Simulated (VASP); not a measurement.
## A VASP 6.6.1 relaxation on PbSe

INCAR

```
ENCUT = 600
PREC = Accurate
GGA = PE
NELMIN = 8
NBANDS = 17
IBRION = 2
NELM = 77
LREAL = .FALSE.
ISIF = 3
NSW = 40
EDIFFG = -5E-3
LWAVE = .FALSE.
LASPH = .TRUE.
LCHARG = .FALSE.
EDIFF = 1E-7
ISMEAR = -1
IVDW = 12
SIGMA = 0.02
```

KPOINTS

```
KPOINTS created by Atomic Simulation Environment
0
Gamma
6 6 6
0 0 0
```

POSCAR

```
Pb Se
 1.0000000000000000
     0.0000000000000000    3.0486403613999999    3.0486403613999999
     3.0486403613999999    0.0000000000000000    3.0486403613999999
     3.0486403613999999    3.0486403613999999    0.0000000000000000
 Pb  Se
   1   1
Cartesian
  0.0000000000000000  0.0000000000000000  0.0000000000000000
  1.5243201807000000  1.5243201807000000  1.5243201807000000
```

The recommended PBE PAW datasets give the neutral cell 20 valence electrons.

Command

```
mpirun -np 1 vasp_std
```

OSZICAR

```
N       E                     dE             d eps       ncg     rms          rms(c)
DAV:   1     0.170222710866E+03    0.17022E+03   -0.10413E+04   544   0.135E+03
DAV:   2     0.641014473528E+01   -0.16381E+03   -0.15828E+03   570   0.328E+02
DAV:   3    -0.636620560978E+01   -0.12776E+02   -0.12513E+02   676   0.971E+01
DAV:   4    -0.670585604872E+01   -0.33965E+00   -0.33935E+00   717   0.170E+01
DAV:   5    -0.671655969497E+01   -0.10704E-01   -0.10703E-01   724   0.301E+00    0.511E+00
DAV:   6    -0.643858493418E+01    0.27797E+00   -0.55613E-01   850   0.626E+00    0.325E+00
DAV:   7    -0.642413719560E+01    0.14448E-01   -0.15855E-01   696   0.208E+00    0.132E+00
DAV:   8    -0.642495383978E+01   -0.81664E-03   -0.22664E-02   800   0.154E+00    0.236E-01
DAV:   9    -0.642412782906E+01    0.82601E-03   -0.60004E-03   835   0.723E-01    0.701E-02
DAV:  10    -0.642415048812E+01   -0.22659E-04   -0.55183E-04   621   0.153E-01    0.225E-02
...
       N       E                     dE             d eps       ncg     rms          rms(c)
DAV:   1    -0.783101796119E+01   -0.27403E-03   -0.20406E-03   690   0.685E-01    0.437E-02
DAV:   2    -0.783096036209E+01    0.57599E-04   -0.11426E-04   692   0.165E-01    0.160E-02
DAV:   3    -0.783095032050E+01    0.10042E-04   -0.41099E-05   685   0.925E-02    0.290E-03
DAV:   4    -0.783094967510E+01    0.64540E-06   -0.10099E-06   545   0.856E-03    0.118E-03
DAV:   5    -0.783094928403E+01    0.39107E-06   -0.21112E-07   568   0.528E-03    0.507E-04
DAV:   6    -0.783094932034E+01   -0.36313E-07   -0.26844E-08   272   0.265E-03    0.948E-05
DAV:   7    -0.783094936291E+01   -0.42564E-07   -0.28152E-09   272   0.611E-04    0.409E-05
DAV:   8    -0.783094938533E+01   -0.22425E-07   -0.10252E-09   272   0.450E-04
  21 F= -.83635101E+01 E0= -.83635101E+01  d E =-.172720E-04
```

From OUTCAR

```
k-points           NKPTS =     16   k-points in BZ     NKDIM =     16   number of bands    NBANDS=     17

   NELECT =      20.0000    total number of electrons

   dimension x,y,z NGX =    36 NGY =   36 NGZ =   36
   dimension x,y,z NGXF=    72 NGYF=   72 NGZF=   72

  energy-cutoff  :      600.00
  volume of cell :       80.42
      direct lattice vectors                 reciprocal lattice vectors
    -0.000000000  3.425904425  3.425904425    -0.145946862  0.145946862  0.145946862
     3.425904425  0.000000000  3.425904425     0.145946862 -0.145946862  0.145946862
     3.425904425  3.425904425 -0.000000000     0.145946862  0.145946862 -0.145946862

 k-points in reciprocal lattice and weights: KPOINTS created by Atomic Simulation Env
   0.00000000  0.00000000  0.00000000       0.005
   0.16666667  0.00000000  0.00000000       0.037
   0.33333333  0.00000000  0.00000000       0.037
   0.50000000  0.00000000  0.00000000       0.019
   0.16666667  0.16666667  0.00000000       0.028
   0.33333333  0.16666667  0.00000000       0.111
   0.50000000  0.16666667  0.00000000       0.111
  -0.33333333  0.16666667  0.00000000       0.111
   ...

 E-fermi :   2.5968

 k-point     1 :       0.0000    0.0000    0.0000
  band No.  band energies     occupation
      1     -14.4759      2.00000
      2     -14.4759      2.00000
      3     -14.4759      2.00000
      4     -14.4456      2.00000
      5     -14.4456      2.00000
      6     -10.4493      2.00000
      7      -4.0698      2.00000
      8       0.7058      2.00000
      9       0.7058      2.00000
     10       0.7058      2.00000
     11       4.4373      0.00000
     12       4.4373      0.00000
     13       4.4373      0.00000
     14       7.0361      0.00000
     15      10.5424      0.00000
     16      10.5424      0.00000
     17      11.3536      0.00000

 k-point     2 :       0.1667    0.0000    0.0000
  band No.  band energies     occupation
      1     -14.4823      2.00000
      2     -14.4736      2.00000
      3     -14.4736      2.00000
      4     -14.4454      2.00000
      5     -14.4454      2.00000
      6     -10.3219      2.00000
      7      -4.4541      2.00000
      8       0.5513      2.00000
      9       0.5513      2.00000
     10       0.6914      2.00000
     11       4.3917      0.00000
     12       4.6930      0.00000
     13       4.6930      0.00000
     14       8.1027      0.00000
     15       9.8347      0.00000
     16       9.8347      0.00000
     17      10.7532      0.00000

 k-point     3 :       0.3333    0.0000    0.0000
  band No.  band energies     occupation
      1     -14.4950      2.00000
      2     -14.4698      2.00000
      3     -14.4698      2.00000
      4     -14.4442      2.00000
      5     -14.4442      2.00000
      6     -10.0301      2.00000
      7      -5.1871      2.00000
      8       0.2905      2.00000
      9       0.2905      2.00000
     10       0.4670      2.00000
     11       5.0761      0.00000
     12       5.0761      0.00000
     13       5.1872      0.00000
     14       8.8121      0.00000
     15       9.9266      0.00000
     16       9.9266      0.00000
     17      11.1193      0.00000

 ...

  Total       0.00303     0.00303     0.00303     0.00000     0.00000     0.00000
  in kB       0.06038     0.06038     0.06038     0.00000     0.00000     0.00000
  external pressure =        0.06 kB  Pullay stress =        0.00 kB

 POSITION                                       TOTAL-FORCE (eV/Angst)
 -----------------------------------------------------------------------------------
      3.42590      0.00000      3.42590        -0.000000     -0.000000     -0.000000
      1.71295      1.71295      1.71295         0.000000      0.000000      0.000000
 -----------------------------------------------------------------------------------
    total drift:                                0.000000      0.000000      0.000000

  FREE ENERGIE OF THE ION-ELECTRON SYSTEM (eV)
  ---------------------------------------------------
  free  energy   TOTEN  =        -8.3635101268 eV

  energy  without entropy=       -8.3635101265  energy(sigma->0) =       -8.36351013
```

```tsv
ionic step	ΔE (meV/atom)	volume (Å³)	largest force (eV/Å)	pressure (GPa)	electronic steps
1	0.0	56.67	0.000	21.68	15
2	-494.5	94.30	0.000	-3.86	12
3	-597.5	79.46	0.000	0.51	12
4	-598.1	80.86	0.000	-0.22	9
5	-598.3	80.32	0.000	0.06	9
6	-598.3	80.32	0.000	0.06	8
7	-598.3	80.32	0.000	0.06	8
15	-598.3	80.32	0.000	0.06	8
16	-598.3	80.32	0.000	0.05	8
17	-598.3	80.33	0.000	0.05	8
18	-598.3	80.33	0.000	0.05	8
19	-598.3	80.35	0.000	0.04	8
20	-598.3	80.37	0.000	0.03	8
21	-598.3	80.42	0.000	0.01	8
```

It converged. Results: relaxed cell vector lengths 4.845, 4.845, 4.845 Å; relaxed cell volume 80.42 Å³.

 The volume moved far on the plane waves of the start cell, so a restart from CONTCAR is due.

For comparison, a separate PBE relaxation on usual settings, not on those above, ends at 82.11 Å³.

The run above took about 1.8 min on one core of a shared host (Intel Xeon 6975P-C) and held 0.23 GiB at most.
